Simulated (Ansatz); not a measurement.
A 3-atom cell of Na2S started from a crystallographic database, relaxed with r2SCAN, was run in Ansatz 0.2.0 under altered settings. All numbers are computed, without spin polarisation but where a row says otherwise.

```
CELL_PARAMETERS angstrom
0.00000 3.25543 3.25543
3.25543 0.00000 3.25543
3.25543 3.25543 0.00000
ATOMIC_POSITIONS crystal
Na 0.25000 0.25000 0.25000
Na 0.75000 0.75000 0.75000
S 0.00000 0.00000 0.00000
```

The base run's other keys:
```yaml
kpoints:
  mp_grid: { grid: [4, 4, 4] }
hamiltonian:
  xc: hse06
scf:
  occupations: { method: fixed }
  n_extra_bands: 4
```

It takes 11 iterations with 1363 plane waves at 420 eV and 8 k points, and leaves a mean stress of +0.18 GPa. The gap over this mesh is 3.527 eV.

Outcomes, with energy and stress as changes against the base:
```
                                    setting    outcome  ΔF (meV/atom)  Δ mean stress (GPa)  gap on the mesh (eV)  iterations
PBE hybrid, exx coeff 0.3, omega 0.2078 1/Å  converged              –                 -0.1                 3.734          11
      PBE hybrid, exx coeff 0.5, unscreened  converged              –                 -0.6                 5.955          15
  PBE hybrid, exx coeff 0.75, omega 0.5 1/Å  converged              –                 -0.6                 4.042          15
   PBE hybrid, exx coeff 0.1, omega 0.1 1/Å  converged              –                 +0.3                 3.045          10
                  scf.occupations: cold 0.5  converged            0.0                  0.0                 3.527          11
                      scf.mixing.beta: 0.05  converged            0.0                  0.0                 3.527          13
```
A dash marks a value that wasn't obtained or can't be compared. Stress is positive in compression.

- PBE hybrid, exx coeff 0.3, omega 0.2078 1/Å. That is 30 % exact exchange, screened with ω = 0.2078 1/Å, against HSE06's 25 % screened at 0.208 1/Å. The mean stress moves by -0.1 GPa and the gap on the mesh by +0.206 eV (to 3.734). Totals of different functionals aren't comparable.
- PBE hybrid, exx coeff 0.5, unscreened. That is 50 % exact exchange, at all ranges, against HSE06's 25 % screened at 0.208 1/Å. The mean stress moves by -0.6 GPa and the gap on the mesh by +2.428 eV (to 5.955). Totals of different functionals aren't comparable.
- PBE hybrid, exx coeff 0.75, omega 0.5 1/Å. That is 75 % exact exchange, screened with ω = 0.5 1/Å, against HSE06's 25 % screened at 0.208 1/Å. The mean stress moves by -0.6 GPa and the gap on the mesh by +0.515 eV (to 4.042). Totals of different functionals aren't comparable.
- PBE hybrid, exx coeff 0.1, omega 0.1 1/Å. That is 10 % exact exchange, screened with ω = 0.1 1/Å, against HSE06's 25 % screened at 0.208 1/Å. The mean stress moves by +0.3 GPa and the gap on the mesh by -0.483 eV (to 3.045). Totals of different functionals aren't comparable. The program warns that on this mesh the truncation of the exchange isn't bounded, so part of the change can be an error of the mesh.

Within 1 meV an atom, 0.1 GPa and 0.005 eV of the base stay: scf.occupations: cold 0.5; scf.mixing.beta: 0.05.

The program warns that its thresholds are loose for a hybrid's stress.

The meshes of the hybrids are coarse, so their gaps aren't converged to the digits shown.
